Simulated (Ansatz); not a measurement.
fcc against bcc along the lanthanides

These are results of DFT, r2SCAN, plane waves (500 eV) with PAW, scalar-relativistic in Ansatz 0.2.0, not measurements. The PAW files were generated under PBE, with cores re-solved for the functional.

Each structure is relaxed within its symmetry, in the lowest magnetic state of the tried starts. Differences under about 8 meV lie within the error of the k-point mesh.

Semilocal functionals delocalise ytterbium's f shell and shrink the cell.

```csv
element,E(fcc) − E(bcc) (meV/atom),V(fcc) (Å³/atom),V(bcc) (Å³/atom),state of fcc,state of bcc
La,-92,37.42,38.31,spin not included,ferromagnetic
Yb,16,35.18,33.89,non-magnetic,spin not included
Lu,-55,29.20,29.61,spin not included,spin not included
```
